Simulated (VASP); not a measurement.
# ZnCu (Pm-3m) in VASP: further runs, part 2 of 2

VASP 6.6.1. The steps go on from the part before.

## (4) Single point, r2SCAN

Input file INCAR:

```
SYSTEM = ZnCu
PREC     = Accurate       ! precision mode
ENCUT    = 400            ! plane-wave cutoff, eV
EDIFF    = 0.01           ! SCF threshold, eV
ISMEAR   = -1             ! smearing method
SIGMA    = 0.1            ! smearing width, eV
LREAL    = .FALSE.        ! projectors in reciprocal space
LASPH    = .TRUE.         ! aspherical terms in the spheres
NELM     = 100            ! most SCF steps
ALGO     = Normal         ! electronic algorithm
ISIF     = 2              ! what is computed and relaxed
LWAVE    = .FALSE.        ! write WAVECAR
LCHARG   = .FALSE.        ! write CHGCAR
METAGGA  = R2SCAN         ! meta-GGA
LMIXTAU  = .TRUE.       
ADDGRID  = .FALSE.
```

Input file KPOINTS:

```
regular mesh
0
G
  8 8 8
  0 0 0
```

Input file POSCAR:

```
ZnCu
1.0
    2.9450000000      0.0000000000      0.0000000000
    0.0000000000      2.9450000000      0.0000000000
    0.0000000000      0.0000000000      2.9450000000
Zn Cu
1 1
Direct
    0.5000000000      0.5000000000      0.5000000000
    0.0000000000      0.0000000000      0.0000000000
```

Potentials or basis: VASP PAW PBE potentials, release 64 (Zn, Cu).

Launch:

```console
$ cat potpaw_PBE.64/Zn/POTCAR potpaw_PBE.64/Cu/POTCAR > POTCAR
$ mpirun -np 1 vasp_std > vasp.out
```

OUTCAR:

```text
SYSTEM = ZnCu
   PREC = Accurate
   ENCUT = 400
   EDIFF = 0.01
   ISMEAR = -1
   LREAL = .FALSE.
   LASPH = .TRUE.
   NELM = 100
   ISIF = 2
   METAGGA = R2SCAN

 Found     35 irreducible k-points:

 Following reciprocal coordinates:
            Coordinates               Weight
  0.000000  0.000000  0.000000      1.000000
  0.125000  0.000000  0.000000      6.000000
  0.250000  0.000000  0.000000      6.000000
  0.375000  0.000000  0.000000      6.000000
  0.500000  0.000000  0.000000      3.000000
  0.125000  0.125000  0.000000     12.000000
   k-points           NKPTS =     35   k-points in BZ     NKDIM =     35   number of bands    NBANDS=     15
   number of dos      NEDOS =    301   number of ions     NIONS =      2
   total plane-waves  NPLWV =   8000
   dimension x,y,z NGX =    20 NGY =   20 NGZ =   20
   dimension x,y,z NGXF=    40 NGYF=   40 NGZF=   40
   ions per type =               1   1
   NGX,Y,Z   is equivalent  to a cutoff of  11.29, 11.29, 11.29 a.u.
   NGXF,Y,Z  is equivalent  to a cutoff of  22.58, 22.58, 22.58 a.u.
 SYSTEM =  ZnCu
   PREC   = accura    normal or accurate (medium, high low for compatibility)
   ISTART =      0    job   : 0-new  1-cont  2-samecut
   ICHARG =      2    charge: 1-file 2-atom 10-const
   ISPIN  =      1    spin polarized calculation?
   LNONCOLLINEAR =      F non collinear calculations
   LSORBIT =      F    spin-orbit coupling
   LASPH  =      T    aspherical Exc in radial PAW
   ENCUT  =  400.0 eV  29.40 Ry    5.42 a.u.   4.80  4.80  4.80*2*pi/ulx,y,z
   NELM   =    100;   NELMIN=  2; NELMDL= -5     # of ELM steps
   EDIFF  = 0.1E-01   stopping-criterion for ELM
   LREAL  =      F    real-space projection
   EDIFFG = 0.1E+00   stopping-criterion for IOM
   NSW    =      0    number of steps for IOM
   IBRION =     -1    ionic relax: 0-MD 1-quasi-New 2-CG
   NFREE  =      0    steps in history (QN), initial steepest desc. (CG)
   ISIF   =      2    stress and relaxation
   ISYM   =      2    0-nonsym 1-usesym 2-fastsym
   POTIM  = 0.5000    time-step for ionic-motion
   TEBEG  =    0.0;   TEEND  =   0.0 temperature during run
   PSTRESS=    0.0 pullay stress
   NELECT =      23.0000    total number of electrons
   NUPDOWN=      -1.0000    fix difference up-down
   EMIN   =  10.00;   EMAX   =-10.00  energy-range for DOS
   EFERMI =   0.00;   METHOD = LEGACY
   ISMEAR =    -1;   SIGMA  =   0.10  broadening in eV -4-tet -1-fermi 0-gaus
   EFERMI_NEDOS =   21; number of points for ismear=-14 and -15
   IALGO  =     38    algorithm
   IMIX   =      4    mixing-type and parameters
     AMIX     =   0.40;   BMIX     =  1.00
     AMIX_MAG =   1.60;   BMIX_MAG =  1.00
  volume/ion in A,a.u.               =      12.77        86.18
  Fermi-wavevector in a.u.,A,eV,Ry     =   1.580880  2.987429 34.003415  2.499180
  Thomas-Fermi vector in A             =   2.681040
   LORBIT       =      0    0 simple, 1 ext, 2 COOP (PROOUT), +10 PAW based schemes
   METAGGA = R2SCAN    functional components
   LHFCALC =     F    Hartree Fock is set to
   AEXX    =    0.0000 exact exchange contribution
   IVDW    =     0    specifies the selected vdW correction
   LEPSILON=     F    determine dielectric tensor
   LRPA    =     F    only Hartree local field effects (RPA)
 non-spin polarized calculation
  energy-cutoff  :      400.00
  volume of cell :       25.54
 maximum number of plane-waves:       480
 NGX is ok and might be reduce to    20
   NGX =  9   NGY =  9   NGZ =  9

 number of electron      22.9999959 magnetization

 Free energy of the ion-electron system (eV)
  ---------------------------------------------------
  ext. energy  EPLUGINS =         0.00000000
  ---------------------------------------------------
  free energy    TOTEN  =       -19.94791247 eV

  energy without entropy =      -19.92868262  energy(sigma->0) =      -19.93829755

 E-fermi :   5.1682     XC(G=0): -13.5514

 val. band max:        5.0186210088   @ k =   0.3750   0.2500   0.1250
 cond. band min:       5.2036699138   @ k =   0.3750   0.3750   0.1250
 fundamental gap:      0.1850489051
 Fermi energy:         5.1681755962

 k-point     1 :       0.0000    0.0000    0.0000
  band No.  band energies     occupation
      1      -5.4233      2.00000
      2      -2.7519      2.00000
      3      -2.7519      2.00000
      4      -2.0180      2.00000
      5      -2.0180      2.00000
      6      -2.0180      2.00000
      7       1.7152      2.00000
      8       1.7152      2.00000
      9       2.6219      2.00000
     10       2.6219      2.00000
     11       2.6219      2.00000
     12      11.9672      0.00000
     13      11.9672      0.00000
     14      11.9672      0.00000
     15      16.9202      0.00000

 k-point     2 :       0.1250    0.0000    0.0000
  band No.  band energies     occupation
      1      -5.1290      2.00000
      2      -2.7185      2.00000
      3      -2.6904      2.00000
      4      -2.0435      2.00000
      5      -2.0435      2.00000
      6      -2.0060      2.00000
      7       1.6999      2.00000
      8       1.7372      2.00000
      9       2.5284      2.00000
     10       2.5284      2.00000
     11       2.6116      2.00000
     12       9.6770      0.00000
     13      12.4097      0.00000
     14      12.4097      0.00000
     15      17.0802      0.00000

 k-point     3 :       0.2500    0.0000    0.0000
  band No.  band energies     occupation
      1      -4.2836      2.00000
      2      -2.6366      2.00000
      3      -2.5137      2.00000
      4      -2.1043      2.00000
      5      -2.1043      2.00000
      6      -1.9770      2.00000
      7       1.6613      2.00000
      8       1.7206      2.00000
      9       2.3197      2.00000
     10       2.3197      2.00000
     11       2.5866      2.00000
     12       6.4176      0.00001
     13      13.6576      0.00000
     14      13.6576      0.00000
     15      17.5717      0.00000

 k-point     4 :       0.3750    0.0000    0.0000
  band No.  band energies     occupation
      1      -3.1802      2.00000
      2      -2.5522      2.00000
      3      -2.1645      2.00000
      4      -2.1645      2.00000
      5      -2.0689      2.00000
      6      -1.9474      2.00000
      7       1.2222      2.00000
      8       1.6207      2.00000
      9       2.1306      2.00000
     10       2.1306      2.00000
     11       2.5614      2.00000
     12       4.0226      1.99998
     13      15.5518      0.00000
     14      15.5518      0.00000
     15      18.4082      0.00000

 k-point     5 :       0.5000    0.0000    0.0000
  band No.  band energies     occupation
      1      -2.7953      2.00000
      2      -2.5163      2.00000
      3      -2.1895      2.00000
      4      -2.1895      2.00000
      5      -1.9350      2.00000
      6      -1.0220      2.00000
      7       0.0274      2.00000
      8       1.6033      2.00000
      9       2.0569      2.00000
     10       2.0569      2.00000
     11       2.5509      2.00000
     12       3.3509      2.00000
     13      17.7099      0.00000
     14      17.7100      0.00000
     15      18.2678      0.00000

 k-point     6 :       0.1250    0.1250    0.0000
  band No.  band energies     occupation
      1      -4.8400      2.00000
      2      -2.6764      2.00000
      3      -2.6412      2.00000
      4      -2.0691      2.00000
      5      -2.0553      2.00000
      6      -2.0155      2.00000
      7       1.7100      2.00000
      8       1.7512      2.00000
      9       2.4296      2.00000
     10       2.4679      2.00000
     11       2.5940      2.00000
     12       9.8205      0.00000
     13      10.3004      0.00000
     14      12.8311      0.00000
     15      17.5904      0.00000

 [... further k-points ...]

------------------------ aborting loop because EDIFF is reached ----------------------------------------

  FORCE on cell =-STRESS in cart. coord.  units (eV):
  Direction    XX          YY          ZZ          XY          YZ          ZX
  --------------------------------------------------------------------------------------
  -------------------------------------------------------------------------------------
  Total       -5.6805102     -5.6805102     -5.6805102      0.0000000      0.0000000     -0.0000000
  in kB     -356.3215032   -356.3215032   -356.3215032      0.0000000      0.0000000     -0.0000000
  external PRESSURE =    -356.3215032 kB  Pullay stress =       0.0000000 kB

 VOLUME and BASIS-vectors are now :
 -----------------------------------------------------------------------------
  energy-cutoff  :      400.00
  volume of cell :       25.54
      direct lattice vectors                 reciprocal lattice vectors
     2.945000000  0.000000000  0.000000000     0.339558574  0.000000000  0.000000000
     0.000000000  2.945000000  0.000000000     0.000000000  0.339558574  0.000000000
     0.000000000  0.000000000  2.945000000     0.000000000  0.000000000  0.339558574

 POSITION                                       TOTAL-FORCE (eV/Angst)
 -----------------------------------------------------------------------------------
      1.47250      1.47250      1.47250         0.000000      0.000000      0.000000
      0.00000      0.00000      0.00000         0.000000      0.000000      0.000000
 -----------------------------------------------------------------------------------
    total drift:                               -0.000000      0.000000     -0.000000

  FREE ENERGIE OF THE ION-ELECTRON SYSTEM (eV)
  ---------------------------------------------------
  free  energy   TOTEN  =       -19.9479124726 eV

  energy  without entropy=      -19.9286826228  energy(sigma->0) =      -19.93829755
```

Run time: 20 s. Hardware: 1 thread of Intel Xeon Platinum 8259CL at 2.50GHz (Skylake/Cascade Lake), shared host; peak memory 0.13 GiB.

The run converged, but some of its settings lie outside the range that counts as converged, so its numbers aren't taken as properties of the crystal.

What came out:

```
Free energy            : -19.9479 eV
Pressure               : -35.6 GPa
Band gap on the k mesh : none (metal or under the smearing width)
```

Caveat: a pressure of tens of GPa on the cell as given is suspect, and the run, the potentials or the cell itself is likely at fault; the PAW data sets were made with another functional, which shifts forces and pressure a little.

## (5) The reference run

An earlier run on the cell as given: functional PBE; potentials or basis VASP PAW PBE potentials, release 64 (Zn, Cu); cutoff 520 eV; k mesh 9 × 9 × 9; occupations fermi-dirac, width 0.05 eV; no spin polarisation.

- Pressure: 3.1 GPa
- Band gap on the k mesh: none (metal or under the smearing width)
